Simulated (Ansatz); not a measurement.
# Si3HN4F: the cost of one run

Method: DFT PBE+D3(BJ), scalar-relativistic, plane waves, PAW, in Ansatz 0.2.0.

### 1 The starting structure

Symmetry: P6_3/m, No. 176, hexagonal system. The conventional cell has a = 7.619 Å, b = 7.619 Å, c = 2.911 Å, α = 90.00°, β = 90.00°, γ = 120.00°. Si (site symmetry m) has 4 N at 1.73 to 1.74 Å as nearest neighbours. N (site symmetry m) has 3 Si at 1.74 Å as nearest neighbours. N (site symmetry -6) has 3 Si at 1.73 Å as nearest neighbours.

As a file:

```cif
data_structure
_symmetry_space_group_name_H-M 'P 1'
_symmetry_Int_Tables_number 1
_cell_length_a 7.6187
_cell_length_b 7.6187
_cell_length_c 2.9114
_cell_angle_alpha 90.000
_cell_angle_beta 90.000
_cell_angle_gamma 120.000
_cell_volume 146.35
loop_
_atom_site_label
_atom_site_type_symbol
_atom_site_fract_x
_atom_site_fract_y
_atom_site_fract_z
_atom_site_occupancy
Si1 Si 0.76783 0.17406 0.24891 1
Si2 Si 0.59377 0.76783 0.74891 1
Si3 Si 0.82594 0.59377 0.24891 1
Si4 Si 0.23217 0.82594 0.74891 1
Si5 Si 0.40623 0.23217 0.24891 1
Si6 Si 0.17406 0.40623 0.74891 1
N1 N 0.02988 0.32994 0.24892 1
N2 N 0.69994 0.02988 0.74892 1
N3 N 0.67006 0.69994 0.24892 1
N4 N 0.97012 0.67006 0.74892 1
N5 N 0.30006 0.97012 0.24892 1
N6 N 0.32994 0.30006 0.74892 1
N7 N 0.66667 0.33333 0.24891 1
N8 N 0.33333 0.66667 0.74891 1
```

This cell was relaxed beforehand with the same method: volume 10.45 Å³/atom, gap on the mesh 4.33 eV.

### 2 The slab

Planes are indexed in the bulk's conventional cell (P6_3/m (No. 176)), a = 7.619 Å, b = 7.619 Å, c = 2.911 Å, α = 90.00°, β = 90.00°, γ = 120.00°.

A (100) slab, 5.4 Å thick as cut, with 16 Å of vacuum, in a 2×1 surface cell; its outer planes are Si (top) and Si (bottom).

The slab as cut. Its planes from the bottom up:

| plane | atoms per cell | height over the lowest (Å) |
| --- | --- | --- |
| 1 | F2 | 0.00 |
| 2 | H2 | 1.06 |
| 3 | Si2 | 1.61 |
| 4 | N6 | 2.17 |
| 5 | Si2 | 2.76 |
| 6 | Si2 | 3.14 |
| 7 | N2 | 4.09 |
| 8 | N2 | 4.49 |
| 9 | Si2 | 5.44 |
| 10 | Si2 | 5.82 |
| 11 | N6 | 6.41 |
| 12 | Si2 | 6.97 |
| 13 | H2 | 7.52 |
| 14 | F2 | 8.58 |

### 3 Relaxing the clean slab

The input, input.yaml:

```yaml
crystal:
  lattice:
    - [5.822742145, 0.0, 0.0]
    - [0.0, 7.6186784667, 0.0]
    - [0.0, 0.0, 24.5829158538]
  atoms:
    - { symbol: Si, position: [0.1255430097, 0.4709471894, 0.3909702422] }
    - { symbol: Si, position: [0.6255430097, 0.4709471894, 0.3909702422] }
    - { symbol: "N", position: [0.375546103, 0.0, 0.4105344929] }
    - { symbol: "N", position: [0.875546103, 0.0, 0.4105344929] }
    - { symbol: "N", position: [0.3755416226, 0.3649136308, 0.411444677] }
    - { symbol: "N", position: [0.8755416226, 0.3649136308, 0.411444677] }
    - { symbol: "N", position: [0.1255416226, 0.6799134216, 0.419465627] }
    - { symbol: "N", position: [0.6255416226, 0.6799134216, 0.419465627] }
    - { symbol: Si, position: [0.3755430097, 0.7901434093, 0.4376874478] }
    - { symbol: Si, position: [0.8755430097, 0.7901434093, 0.4376874478] }
    - { symbol: Si, position: [0.3755430097, 0.18080378, 0.4532827944] }
    - { symbol: Si, position: [0.8755430097, 0.18080378, 0.4532827944] }
    - { symbol: "N", position: [0.1255416226, 0.1850002092, 0.4919790501] }
    - { symbol: "N", position: [0.6255416226, 0.1850002092, 0.4919790501] }
    - { symbol: "N", position: [0.3755416226, 0.8149997908, 0.5080209499] }
    - { symbol: "N", position: [0.8755416226, 0.8149997908, 0.5080209499] }
    - { symbol: Si, position: [0.1255430097, 0.81919622, 0.5467172056] }
    - { symbol: Si, position: [0.6255430097, 0.81919622, 0.5467172056] }
    - { symbol: Si, position: [0.1255430097, 0.2098565907, 0.5623125522] }
    - { symbol: Si, position: [0.6255430097, 0.2098565907, 0.5623125522] }
    - { symbol: "N", position: [0.3755416226, 0.3200865784, 0.580534373] }
    - { symbol: "N", position: [0.8755416226, 0.3200865784, 0.580534373] }
    - { symbol: "N", position: [0.1255416226, 0.6350863692, 0.588555323] }
    - { symbol: "N", position: [0.6255416226, 0.6350863692, 0.588555323] }
    - { symbol: "N", position: [0.125546103, 0.0, 0.5894655071] }
    - { symbol: "N", position: [0.625546103, 0.0, 0.5894655071] }
    - { symbol: Si, position: [0.3755430097, 0.5290528106, 0.6090297578] }
    - { symbol: Si, position: [0.8755430097, 0.5290528106, 0.6090297578] }
    - { symbol: F, position: [0.1255459101, 0.4981877567, 0.3254292553] }
    - { symbol: F, position: [0.6255459101, 0.4981877567, 0.3254292553] }
    - { symbol: H, position: [0.3755442462, 0.0174393291, 0.3685753508] }
    - { symbol: H, position: [0.8755442462, 0.0174393291, 0.3685753508] }
    - { symbol: H, position: [0.1255442462, 0.9825606709, 0.6314246492] }
    - { symbol: H, position: [0.6255442462, 0.9825606709, 0.6314246492] }
    - { symbol: F, position: [0.3755459101, 0.5018122433, 0.6745707447] }
    - { symbol: F, position: [0.8755459101, 0.5018122433, 0.6745707447] }
basis:
  ecutwfc: 420
kpoints:
  mp_grid: { grid: [3, 2, 1] }
hamiltonian:
  xc: pbe
  dispersion: d3bj
scf:
  occupations: { method: gaussian, width: 0.05 }
output:
  forces: true
  eigenvalues: true
  write_density: true
  write_potential: true
  elf: true
  volumetric_format: npy
relax:
  adjacent_minimum: "off"
  f_tol: 0.03
  max_steps: 70
  constraints: [{ sites: [0, 1, 2, 3, 4, 5, 6, 7, 8, 9, 10, 11, 12, 13] }]
efield:
  axis: 3
  dipole_correction: true
  ramp_width: 0.04
```

On the command line:

```
$ ansatz run input.yaml --threads 4 --pin off --max-ram 10240MiB --backend cpu --events-out ev --progress --plain --runs-dir out
```

Q: Estimate wall time and peak memory on 4 threads of Intel Xeon at 2.70GHz, shared host.

About 2.2 min, with a peak of 2.1 GiB.
